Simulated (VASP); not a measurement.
# CuO (Tenorite) (C2/c) in VASP: further runs

Runs on CuO (Tenorite). Level: PBEsol. Tasks: single point.

All numbers are computed with VASP 6.6.1; they aren't measurements. Logs are shortened: lines on timing, memory, paths and dates and some standing lists are left out, and cuts for length are marked.

### 1 The crystal as given

It takes space group C2/c (No. 15, monoclinic). The conventional cell has a = 4.791 Å, b = 3.501 Å, c = 5.246 Å, α = 90.00°, β = 99.54°, γ = 90.00°. Around Cu (site symmetry -1) lie 4 O at 2.00 to 2.01 Å. Around O (site symmetry 2) lie 4 Cu at 2.00 to 2.01 Å.

### 2 Single point, PBEsol

INCAR reads:

```
PREC     = Accurate       # precision mode
ENCUT    = 520            # plane-wave cutoff, eV
EDIFF    = 1E-7           # SCF threshold, eV
ISMEAR   = 0              # smearing method
SIGMA    = 0.1            # smearing width, eV
LREAL    = F              # projectors in reciprocal space
LASPH    = T              # aspherical terms in the spheres
NELM     = 100            # most SCF steps
ALGO     = Fast           # electronic algorithm
ISIF     = 2              # what is computed and relaxed
LWAVE    = F              # write WAVECAR
LCHARG   = T              # write CHGCAR
GGA      = PS             # functional
LELF     = T              # ELF
LVHAR    = T            
NBANDS   = 25             # bands
```

KPOINTS reads:

```
Automatic mesh
0
Gamma
  10 10 6
```

POSCAR reads:

```
CuO
1.0
    2.3952655418     -1.7503332501      0.0000000000
    2.3952655418      1.7503332501      0.0000000000
   -0.8694184378      0.0000000000      5.1732355727
Cu O
2 2
Direct
    0.0000000000      0.5000000000      0.0000000000
    0.5000000000      0.0000000000      0.5000000000
    0.5816000000      0.4184000000      0.2500000000
    0.4184000000      0.5816000000      0.7500000000
```

Potentials or basis: VASP PAW PBE potentials, release 64 (Cu, O).

Launch:

```sh
cat potpaw_PBE.64/Cu/POTCAR potpaw_PBE.64/O/POTCAR > POTCAR
mpirun -np 1 vasp_std > vasp.out
```

OUTCAR:

```text
PREC = Accurate
   ENCUT = 520
   EDIFF = 1E-7
   ISMEAR = 0
   LREAL = F
   LASPH = T
   NELM = 100
   ISIF = 2
   GGA = PS

 ion  position               nearest neighbor table
   1  0.000  0.500  0.000-   3 2.00   4 2.00   4 2.01   3 2.01
   2  0.500  0.000  0.500-   4 2.00   3 2.00   4 2.01   3 2.01
   3  0.582  0.418  0.250-   2 2.00   1 2.00   2 2.01   1 2.01
   4  0.418  0.582  0.750-   1 2.00   2 2.00   2 2.01   1 2.01

  LATTYP: Found a base centered monoclinic cell.
 ALAT       =     4.7905310836
 B/A-ratio  =     0.7307470590
 C/A-ratio  =     1.0950319242
 COS(beta)  =    -0.1657365915

  Lattice vectors:

 A1 = (   2.3952655418,  -1.7503332501,   0.0000000000)
 A2 = (   2.3952655418,   1.7503332501,   0.0000000000)
 A3 = (  -0.8694184378,   0.0000000000,   5.1732355727)

Analysis of symmetry for initial positions (statically):
=====================================================================
 Subroutine PRICEL returns:
 Original cell was already a primitive cell.

 Routine SETGRP: Setting up the symmetry group for a
 base centered monoclinic supercell.

 Subroutine GETGRP returns: Found  4 space group operations
 (whereof  2 operations were pure point group operations)
 out of a pool of  4 trial point group operations.

The static configuration has the point symmetry S_2 .
 The point group associated with its full space group is C_2h.

Analysis of symmetry for dynamics (positions and initial velocities):
=====================================================================
 Subroutine PRICEL returns:
 Original cell was already a primitive cell.

 Routine SETGRP: Setting up the symmetry group for a
 base centered monoclinic supercell.

 Subroutine GETGRP returns: Found  4 space group operations
 (whereof  2 operations were pure point group operations)
 out of a pool of  4 trial point group operations.

The dynamic configuration has the point symmetry S_2 .
 The point group associated with its full space group is C_2h.

 Subroutine INISYM returns: Found  4 space group operations
 (whereof  2 operations are pure point group operations),
 and found     1 'primitive' translations

----------------------------------------------------------------------------------------

                                     Primitive cell

  volume of cell :      43.3777

  direct lattice vectors                    reciprocal lattice vectors
     2.395265542 -1.750333250  0.000000000     0.208745123 -0.285659888  0.035081886
     2.395265542  1.750333250  0.000000000     0.208745123  0.285659888  0.035081886
    -0.869418438  0.000000000  5.173235573     0.000000000  0.000000000  0.193302622

  length of vectors
     2.966641789  2.966641789  5.245784470     0.355537391  0.355537391  0.193302622

  position of ions in fractional coordinates (direct lattice)
     0.000000000  0.500000000  0.000000000
     0.500000000  0.000000000  0.500000000
     0.581600000  0.418400000  0.250000000
     0.418400000  0.581600000  0.750000000

  ion indices of the primitive-cell ions
   primitive index   ion index
                 1           1
                 2           2
                 3           3
                 4           4

----------------------------------------------------------------------------------------

 KPOINTS: Automatic mesh

Automatic generation of k-mesh.
 Grid dimensions read from file:
 generate k-points for:   10   10    6

 Generating k-lattice:

  Cartesian coordinates                     Fractional coordinates (reciprocal lattice)
     0.020874512 -0.028565989  0.003508189     0.100000000  0.000000000  0.000000000
     0.020874512  0.028565989  0.003508189     0.000000000  0.100000000  0.000000000
     0.000000000  0.000000000  0.032217104     0.000000000  0.000000000  0.166666667

  Length of vectors
     0.035553739  0.035553739  0.032217104

  Shift w.r.t. Gamma in fractional coordinates (k-lattice)
     0.000000000  0.000000000  0.000000000

 Subroutine IBZKPT returns following result:
 ===========================================

 Found    172 irreducible k-points:

 Following reciprocal coordinates:
            Coordinates               Weight
  0.000000  0.000000  0.000000      1.000000
  0.100000  0.000000 -0.000000      4.000000
  0.200000  0.000000 -0.000000      4.000000
  0.300000  0.000000  0.000000      4.000000
  0.400000  0.000000 -0.000000      4.000000
  0.500000  0.000000 -0.000000      2.000000
[... 16 lines left out ...]
  0.300000  0.300000  0.000000      2.000000
  0.400000  0.300000  0.000000      4.000000
 [... further k-points ...]
   k-points           NKPTS =    172   k-points in BZ     NKDIM =    172   number of bands    NBANDS=     25
   number of dos      NEDOS =    301   number of ions     NIONS =      4
   total plane-waves  NPLWV =  23040
   dimension x,y,z NGX =    24 NGY =   24 NGZ =   40
   dimension x,y,z NGXF=    48 NGYF=   48 NGZF=   80
   ions per type =               2   2
   NGX,Y,Z   is equivalent  to a cutoff of  13.45, 13.45, 12.68 a.u.
   NGXF,Y,Z  is equivalent  to a cutoff of  26.90, 26.90, 25.35 a.u.
 SYSTEM =  unknown system
   PREC   = accura    normal or accurate (medium, high low for compatibility)
   ISTART =      0    job   : 0-new  1-cont  2-samecut
   ICHARG =      2    charge: 1-file 2-atom 10-const
   ISPIN  =      1    spin polarized calculation?
   LNONCOLLINEAR =      F non collinear calculations
   LSORBIT =      F    spin-orbit coupling
   LASPH  =      T    aspherical Exc in radial PAW
   ENCUT  =  520.0 eV  38.22 Ry    6.18 a.u.   5.52  5.52  9.75*2*pi/ulx,y,z
   NELM   =    100;   NELMIN=  2; NELMDL= -5     # of ELM steps
   EDIFF  = 0.1E-06   stopping-criterion for ELM
   LREAL  =      F    real-space projection
   EDIFFG = 0.1E-05   stopping-criterion for IOM
   NSW    =      0    number of steps for IOM
   IBRION =     -1    ionic relax: 0-MD 1-quasi-New 2-CG
   NFREE  =      0    steps in history (QN), initial steepest desc. (CG)
   ISIF   =      2    stress and relaxation
   ISYM   =      2    0-nonsym 1-usesym 2-fastsym
   POTIM  = 0.5000    time-step for ionic-motion
   TEBEG  =    0.0;   TEEND  =   0.0 temperature during run
   PSTRESS=    0.0 pullay stress
   NELECT =      34.0000    total number of electrons
   NUPDOWN=      -1.0000    fix difference up-down
   EMIN   =  10.00;   EMAX   =-10.00  energy-range for DOS
   EFERMI =   0.00;   METHOD = LEGACY
   ISMEAR =     0;   SIGMA  =   0.10  broadening in eV -4-tet -1-fermi 0-gaus
   EFERMI_NEDOS =   21; number of points for ismear=-14 and -15
   IALGO  =     68    algorithm
   IMIX   =      4    mixing-type and parameters
     AMIX     =   0.40;   BMIX     =  1.00
     AMIX_MAG =   1.60;   BMIX_MAG =  1.00
  volume/ion in A,a.u.               =      10.84        73.18
  Fermi-wavevector in a.u.,A,eV,Ry     =   1.509427  2.852404 30.999123  2.278371
  Thomas-Fermi vector in A             =   2.619751
   LORBIT       =      0    0 simple, 1 ext, 2 COOP (PROOUT), +10 PAW based schemes
   GGA     = PS    functional components
   LHFCALC =     F    Hartree Fock is set to
   AEXX    =    0.0000 exact exchange contribution
   IVDW    =     0    specifies the selected vdW correction
   LEPSILON=     F    determine dielectric tensor
   LRPA    =     F    only Hartree local field effects (RPA)
 non-spin polarized calculation
 RMM-DIIS sequential band-by-band and
 Gauss-broadening in eV      SIGMA  =   0.10
  energy-cutoff  :      520.00
  volume of cell :       43.38
 maximum number of plane-waves:      1186
 NGX is ok and might be reduce to    24
   NGX = 11   NGY = 11   NGZ = 19

 number of electron      34.0000005 magnetization

 Free energy of the ion-electron system (eV)
  ---------------------------------------------------
  ext. energy  EPLUGINS =         0.00000000
  ---------------------------------------------------
  free energy    TOTEN  =       -21.22011687 eV

  energy without entropy =      -21.20771896  energy(sigma->0) =      -21.21391791

 E-fermi :   4.6583     XC(G=0): -11.8017

 val. band max:        4.6548982120   @ k =   0.3000   0.2000   0.1667
 cond. band min:       4.6592549640   @ k =  -0.1000   0.1000   0.5000
 fundamental gap:      0.0043567520
 Fermi energy:         4.6582996043

 k-point     1 :       0.0000    0.0000    0.0000
  band No.  band energies     occupation
      1     -14.5900      2.00000
      2     -13.4120      2.00000
      3      -2.8978      2.00000
      4      -0.4407      2.00000
      5      -0.0562      2.00000
      6       1.6580      2.00000
[... 17 lines left out ...]
     24      20.5997      0.00000
     25      20.9003      0.00000

 k-point     2 :       0.1000    0.0000   -0.0000
  band No.  band energies     occupation
      1     -14.5301      2.00000
      2     -13.3918      2.00000
      3      -2.7937      2.00000
      4      -0.4552      2.00000
      5      -0.0823      2.00000
      6       0.9424      2.00000
[... 17 lines left out ...]
     24      20.0083      0.00000
     25      20.9821      0.00000

 k-point     3 :       0.2000    0.0000   -0.0000
  band No.  band energies     occupation
      1     -14.3675      2.00000
      2     -13.3383      2.00000
      3      -2.5144      2.00000
      4      -0.5074      2.00000
      5      -0.2189      2.00000
      6      -0.0079      2.00000
[... 17 lines left out ...]
     24      19.2066      0.00000
     25      21.1777      0.00000

 k-point     4 :       0.3000    0.0000    0.0000
  band No.  band energies     occupation
      1     -14.1542      2.00000
      2     -13.2713      2.00000
      3      -2.1607      2.00000
      4      -1.1027      2.00000
      5      -0.5703      2.00000
      6      -0.0911      2.00000
[... 17 lines left out ...]
     24      18.1047      0.00000
     25      20.1086      0.00000

 k-point     5 :       0.4000    0.0000   -0.0000
  band No.  band energies     occupation
      1     -13.9700      2.00000
      2     -13.2168      2.00000
      3      -1.8927      2.00000
      4      -1.7530      2.00000
      5      -0.5898      2.00000
      6      -0.0785      2.00000
[... 17 lines left out ...]
     24      17.1676      0.00000
     25      19.7834      0.00000

 k-point     6 :       0.5000    0.0000   -0.0000
  band No.  band energies     occupation
      1     -13.8963      2.00000
      2     -13.1960      2.00000
      3      -2.0211      2.00000
      4      -1.7600      2.00000
      5      -0.5814      2.00000
      6      -0.0696      2.00000
[... 17 lines left out ...]
     24      16.7704      0.00000
     25      19.6406      0.00000
[... 393 lines left out ...]
 k-point    21 :      -0.3000    0.2000    0.0000
  band No.  band energies     occupation
      1     -13.9136      2.00000
      2     -13.1945      2.00000
      3      -1.7494      2.00000
      4      -1.1965      2.00000
      5      -0.6315      2.00000
      6      -0.2884      2.00000
[... 17 lines left out ...]
     24      17.2915      0.00000
     25      17.7733      0.00000

 k-point    22 :      -0.2000    0.2000    0.0000
  band No.  band energies     occupation
      1     -14.1051      2.00000
      2     -13.2481      2.00000
      3      -2.0666      2.00000
      4      -0.6468      2.00000
      5      -0.6037      2.00000
      6      -0.2778      2.00000
[... 17 lines left out ...]
     24      17.9065      0.00000
     25      18.0088      0.00000

 k-point    23 :       0.3000    0.3000    0.0000
  band No.  band energies     occupation
      1     -13.8883      2.00000
      2     -13.2189      2.00000
      3      -1.6333      2.00000
      4      -1.1909      2.00000
      5      -0.2229      2.00000
      6      -0.1794      2.00000
[... 17 lines left out ...]
     24      18.6091      0.00000
     25      19.4027      0.00000

 k-point    24 :       0.4000    0.3000    0.0000
  band No.  band energies     occupation
      1     -13.7240      2.00000
      2     -13.1742      2.00000
      3      -1.6417      2.00000
      4      -1.3585      2.00000
      5      -0.3872      2.00000
      6      -0.2452      2.00000
[... 17 lines left out ...]
     24      17.4241      0.00000
     25      18.5701      0.00000

 [... further k-points ...]
[... 5 lines left out ...]
  --------------------------------------------------------------------------------------
  -------------------------------------------------------------------------------------
  Total       -3.5469001     -2.1180906     -4.2272530      0.0000000      0.0000000      0.2213057
  in kB     -131.0065109    -78.2327242   -156.1356809      0.0000000      0.0000000      8.1740358
  external PRESSURE =    -121.7916387 kB  Pullay stress =       0.0000000 kB

 VOLUME and BASIS-vectors are now :
 -----------------------------------------------------------------------------
  energy-cutoff  :      520.00
  volume of cell :       43.38
      direct lattice vectors                 reciprocal lattice vectors
     2.395265542 -1.750333250  0.000000000     0.208745123 -0.285659888  0.035081886
     2.395265542  1.750333250  0.000000000     0.208745123  0.285659888  0.035081886
    -0.869418438  0.000000000  5.173235573     0.000000000  0.000000000  0.193302622

 POSITION                                       TOTAL-FORCE (eV/Angst)
 -----------------------------------------------------------------------------------
      1.19763      0.87517      0.00000         0.000000     -0.000000     -0.000000
      0.76292     -0.87517      2.58662         0.000000     -0.000000     -0.000000
      2.17791     -0.28565      1.29331         0.000000      0.510469      0.000000
      1.74320      0.28565      3.87993        -0.000000     -0.510469     -0.000000
 -----------------------------------------------------------------------------------
    total drift:                                0.000000      0.000000     -0.000000

  FREE ENERGIE OF THE ION-ELECTRON SYSTEM (eV)
  ---------------------------------------------------
  free  energy   TOTEN  =       -21.2201168660 eV

  energy  without entropy=      -21.2077189569  energy(sigma->0) =      -21.21391791
```

It took 1.7 min on 1 thread of Intel Xeon Platinum 8559C (Emerald Rapids), shared host; peak memory 0.27 GiB.

Results:

```
Free energy            : -21.2201 eV
Pressure               : -12.2 GPa
Largest force          : 0.510 eV/Å
Band gap on the k mesh : none (metal or under the smearing width)
```

Forces in eV/Å, atoms in the order of the input:
```
Cu   0.000  0.000  0.000
Cu   0.000  0.000  0.000
O    0.000  0.510  0.000
O    0.000 -0.510  0.000
```

Stress tensor (GPa, compression positive):
```
-13.10   0.00   0.82
  0.00  -7.82   0.00
  0.82   0.00 -15.61
```

Levels at points of the mesh, in eV from the Fermi level:
```csv
k point,band 13,band 14,band 15,band 16,band 17,band 18,band 19,band 20,band 21,band 22
"(0.00, 0.00, 0.00)",-2.16,-2.01,-1.96,-1.51,0.21,0.88,1.45,5.84,7.72,12.97
"(0.50, 0.00, 0.00)",-1.86,-1.44,-1.34,-1.29,-0.01,0.26,4.79,5.94,6.61,10.66
"(0.50, 0.50, 0.00)",-1.94,-1.93,-1.62,-1.11,-0.59,1.00,3.42,6.76,8.33,9.45
"(0.00, 0.00, 0.50)",-2.02,-2.02,-1.35,-1.35,0.24,0.24,3.65,3.65,11.28,11.28
"(0.50, 0.00, 0.50)",-2.00,-1.95,-1.61,-1.45,-0.10,0.70,5.02,6.20,7.80,8.03
"(0.50, 0.50, 0.50)",-1.49,-1.49,-1.18,-1.18,-0.43,-0.43,5.18,5.18,8.56,8.56
```

Caveat: the PAW data sets were made with another functional, which shifts forces and pressure a little; the run has no spin polarisation, though such a crystal can be magnetic; semilocal functionals often make such compounds metallic where correlation or magnetic order opens a gap, which also shifts bond lengths. With open d or f shells a metallic result of PBEsol can be an artefact of self-interaction; +U or a hybrid may open a gap.

[end of part 1 of 2]
